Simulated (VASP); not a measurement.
**VASP 6.6.1 run: LiH**

INCAR

```
LDAUU = 4 4 4
LDAUL = 2 2 2
LDAUTYPE = 2
PREC = Accurate
EDIFF = 1E-7
ENCUT = 600
IBRION = 2
LDAU = .TRUE.
NBANDS = 9
GGA = PS
ISIF = 3
SIGMA = 0.02
EDIFFG = -5E-3
NSW = 30
NELM = 56
LASPH = .TRUE.
ISMEAR = -1
LWAVE = .FALSE.
LCHARG = .FALSE.
LREAL = .FALSE.
```

KPOINTS

```
KPOINTS created by Atomic Simulation Environment
0
Gamma
10 10 10
0 0 0
```

POSCAR

```
Li H
 1.0000000000000000
     2.5060075266916240   -0.0000000000000000   -0.0000000000000000
     0.0000000000000000    2.5060075266916240    0.0000000000000000
    -0.0000000000000000    0.0000000000000000    2.5060075266916240
 Li  H
   1   1
Cartesian
  0.0000000000000000  0.0000000000000000  0.0000000000000000
  1.2530037633458120  1.2530037633458120  1.2530037633458120
```

The recommended PBE PAW datasets give the neutral cell 4 valence electrons.

Command

```
mpirun -np 1 vasp_std
```

Problem. How does this run end, and what does it give?

Solution. It converged. Results: relaxed cell vector lengths 2.488, 2.488, 2.488 Å; relaxed cell volume 15.41 Å³.

OSZICAR

```
N       E                     dE             d eps       ncg     rms          rms(c)
DAV:   1    -0.145978430732E+01   -0.14598E+01   -0.16187E+03  1040   0.453E+02
DAV:   2    -0.585644131496E+01   -0.43967E+01   -0.42985E+01  1381   0.555E+01
DAV:   3    -0.591160281455E+01   -0.55161E-01   -0.55067E-01  1206   0.514E+00
DAV:   4    -0.591180130938E+01   -0.19849E-03   -0.19822E-03  1296   0.293E-01
DAV:   5    -0.591180213135E+01   -0.82196E-06   -0.82195E-06  1198   0.144E-02    0.265E+00
DAV:   6    -0.573215726015E+01    0.17964E+00   -0.15656E-01  1168   0.118E+00    0.131E+00
DAV:   7    -0.566886865773E+01    0.63289E-01   -0.19042E-01  1163   0.145E+00    0.207E-01
DAV:   8    -0.566958047648E+01   -0.71182E-03   -0.38491E-03  1156   0.455E-01    0.404E-02
DAV:   9    -0.566952690712E+01    0.53569E-04   -0.17554E-04  1284   0.438E-02    0.783E-03
DAV:  10    -0.566952662367E+01    0.28345E-06   -0.42938E-06  1093   0.161E-02    0.264E-03
...
DAV:   5    -0.566986884463E+01    0.89465E-07   -0.10795E-07  1024   0.228E-03
   2 F= -.56698688E+01 E0= -.56698688E+01  d E =-.342153E-03
       N       E                     dE             d eps       ncg     rms          rms(c)
DAV:   1    -0.567100016477E+01   -0.11312E-02   -0.20374E-02  1034   0.919E-01    0.305E-01
DAV:   2    -0.567054596240E+01    0.45420E-03   -0.32794E-04  1199   0.137E-01    0.178E-01
DAV:   3    -0.567031079357E+01    0.23517E-03   -0.32562E-04  1455   0.829E-02    0.719E-03
DAV:   4    -0.567030986070E+01    0.93287E-06   -0.54613E-06  1074   0.208E-02    0.221E-03
DAV:   5    -0.567030953735E+01    0.32335E-06   -0.10132E-06  1105   0.716E-03    0.493E-04
DAV:   6    -0.567030954142E+01   -0.40619E-08   -0.47532E-08   768   0.157E-03
   3 F= -.56703095E+01 E0= -.56703095E+01  d E =-.782850E-03
```

Standard output (part)

```
POSCAR found type information on POSCAR LiH
 POSCAR found :  2 types and       2 ions
 LDA part: xc-table for (Slater+PW92), standard interpolation
 POSCAR, INCAR and KPOINTS ok, starting setup
 WAVECAR not read
 entering main loop
 curvature:   0.00 expect dE= 0.000E+00 dE for cont linesearch  0.000E+00
 search vector abs. value=  0.391E-03
 bond charge predicted
 trial-energy change:   -0.000342  1 .order   -0.000342   -0.000391   -0.000293
 bond charge predicted
 curvature:  -2.00 expect dE=-0.140E-07 dE for cont linesearch -0.140E-07
 search vector abs. value=  0.712E-08
 reached required accuracy - stopping structural energy minimisation
```

```
ionic step  ΔE (meV/atom)  volume (Å³)  largest force (eV/Å)  pressure (GPa)  electronic steps
         1            0.0        15.74                 0.000           -0.75                11
         2           -0.2        15.65                 0.000           -0.56                 5
         3           -0.4        15.41                 0.000            0.00                 6
```

One setting is odd (wrong count of Hubbard values), but here it hardly changes the result.

On sound settings the PBEsol relaxation ends at 15.41 Å³.
